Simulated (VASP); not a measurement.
Set up this calculation in VASP 6.6.1, as the native input.

```
Task                   : relaxation of the atoms
Functional             : LDA
Potentials or basis    : VASP PAW LDA potentials, release 64 (Na_pv, I)
Cutoff                 : 600 eV
k mesh                 : 8 × 8 × 8
Occupations            : gaussian, width 0.03 eV
Spin                   : no spin polarisation
Further INCAR settings : ALGO = Normal; EDIFF = 1e-07; IBRION = 2; EDIFFG = -0.01; NSW = 40
```

The structure of NaI lies in POSCAR:

```
NaI                                     
1.0
    0.0000000000      3.1096523841      3.1096523841
    3.1096523841      0.0000000000      3.1096523841
    3.1096523841      3.1096523841      0.0000000000
  Na              I             
     1     1
Direct
     0.0000000000000000    0.0000000000000000    0.0000000000000000
     0.5000000000000000    0.5000000000000000    0.5000000000000000
```

The cell isn't the ideal one: a relaxed cell with its volume scaled by 0.98.

One way to write it, as run:

INCAR

```
SYSTEM = NaI
ALGO     = Normal         ! electronic algorithm
EDIFF    = 1E-7           ! SCF threshold, eV
EDIFFG   = -0.01          ! ionic threshold
ENCUT    = 600            ! plane-wave cutoff, eV
GGA      = CA             ! functional
IBRION   = 2              ! ionic algorithm
ISIF     = 2              ! what is computed and relaxed
ISMEAR   = 0              ! smearing method
LASPH    = .TRUE.         ! aspherical terms in the spheres
LCHARG   = .FALSE.        ! write CHGCAR
LREAL    = .FALSE.        ! projectors in reciprocal space
LWAVE    = .FALSE.        ! write WAVECAR
NELM     = 80             ! most SCF steps
NSW      = 40             ! ionic steps
PREC     = Accurate       ! precision mode
SIGMA    = 0.03           ! smearing width, eV
```

KPOINTS

```
k-points
0
G
  8 8 8
  0 0 0
```

Potentials or basis: VASP PAW LDA potentials, release 64 (Na_pv, I).

Command:

```sh
$ cat potpaw_LDA.64/Na_pv/POTCAR potpaw_LDA.64/I/POTCAR > POTCAR
$ mpirun -np 1 vasp_std > vasp.out
```

Results of the run:

```json
{"Pressure after relaxing": "0.5 GPa", "Band gap on the k mesh": "3.70 eV, direct"}
```

Caveat: the relaxation stopped at its first step, so nothing moved; spin-orbit coupling is left out, which moves the levels of the heavy elements.

Run time: 10 s on 1 thread of AMD EPYC 9R45 (Zen 5) (shared host), peak memory 0.14 GiB.
